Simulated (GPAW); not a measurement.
Runs of GPAW 26.7.0 on GaN. Symmetry: P6_3mc, No. 186, hexagonal system. Conventional cell: a = 3.212 Å, b = 3.212 Å, c = 10.357 Å, α = 90.00°, β = 90.00°, γ = 120.00°. Around Ga (site symmetry 3m) lie 4 N at 1.95 to 2.00 Å. Ga (site symmetry 3m) is surrounded by 3 N at 1.94 Å. N (site symmetry 3m) has 4 Ga at 1.94 to 2.00 Å as nearest neighbours. N (site symmetry 3m) is surrounded by 3 Ga at 1.95 Å. The cell is a database's computed one.

```tsv
task	level	potentials or basis	k mesh	band path	band points	mesh quality	gap on the mesh (eV)	pressure (GPa)	V0 of scaled cells (Å³/atom)	B0 (GPa)	largest force (eV/Å)
single point	PBE	GPAW PAW data sets (gpaw-data 1.2.1), pw	10 × 10 × 3	-	-	not flagged	(a)	5.7	-	-	0.80
band structure	PBEsol	PAW data sets generated in the run's folder for this functional, pw	6 × 6 × 2	GMKGALHA,LM,KH	100	not flagged	0.83	0.0	-	-	0.73
single point	TB-mBJ	GPAW PAW data sets for LDA (gpaw-data 1.2.1), pw	6 × 6 × 2	-	-	not flagged	(b)	-	-	-	-
equation of state	PBEsol	PAW data sets generated in the run's folder for this functional, pw	6 × 6 × 2	-	-	coarse	-	-	11.60	196	-
band structure	r2SCAN	GPAW PAW data sets (gpaw-data 1.2.1), pw	6 × 6 × 2	GMKGALHA,LM,KH	100	not flagged	1.28	-2.2	-	-	0.60
equation of state	vdW-DF-cx	GPAW PAW data sets (gpaw-data 1.2.1), pw	6 × 6 × 2	-	-	coarse	-	-	11.74	191	-
```

Alike in all rows: no spin polarisation; cell as given; cutoff (eV) 800; smearing fermi-dirac 0.05 eV.

Question: Fill in the values left out.

Answer: (a) 0.86; (b) 2.12.

Caveats: some runs use coarse meshes; the data sets keep Ga 3d, Li 1s and Be 1s frozen, and some such compounds lay over 1.5 % in volume off other programs (some runs); the PAW data sets were made with another functional, which shifts forces and pressure a little (some runs); the cell was scaled at fixed shape and fractional positions, which overstates the stiffness of a crystal with free parameters, most of all of layers and chains (some runs); a model potential gives levels but no total energy (some runs).

A k mesh can miss the band edges, and the runs leave out spin-orbit coupling on Ga.
